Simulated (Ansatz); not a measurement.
`NC(N)=O` and `NC(N)=S` differ in one element.

Ansatz, PBE0-D4/def2-TZVP geometries, multiplicity 1. Each molecule was computed in one conformer, which needn't be the lowest.

| property | `NC(N)=O` |
| --- | --- |
| HOMO energy (PBE/def2-TZVPP) / eV | -5.83 |
| size of the dipole moment (ωB97M-V/def2-TZVPP) / D | 3.83 |
| HOMO–LUMO gap (ωB97M-V/def2-TZVPP) / eV | 11.99 |
| HOMO–LUMO gap (B3LYP/def2-TZVPP) / eV | 7.53 |
| LUMO energy (B3LYP/def2-TZVPP) / eV | 0.29 |
| HOMO–LUMO gap (PBE/def2-TZVPP) / eV | 5.70 |

Q: Give the same properties after the change, and the shifts. (Estimate.)

A: The calculation gave: 
```tsv
property	`NC(N)=S`	shift
HOMO energy (PBE/def2-TZVPP) / eV	-4.81	1.02
size of the dipole moment (ωB97M-V/def2-TZVPP) / D	5.02	1.19
HOMO–LUMO gap (ωB97M-V/def2-TZVPP) / eV	10.04	-1.95
HOMO–LUMO gap (B3LYP/def2-TZVPP) / eV	5.44	-2.09
LUMO energy (B3LYP/def2-TZVPP) / eV	-0.33	-0.62
HOMO–LUMO gap (PBE/def2-TZVPP) / eV	3.79	-1.91
```

With PBE0 the HOMO rises by 1.47 eV and the LUMO falls by 0.78 eV, so the gap narrows by about 2.25 eV. PBE moves the HOMO by 1.02 eV and ωB97M-V by 1.74 eV. Dipoles are sizes alone; their direction can turn.

B3LYP here is the variant with VWN-RPA as its local correlation; programs differ in this.

Positive LUMOs are unbound, so they and the gaps depend on the basis.
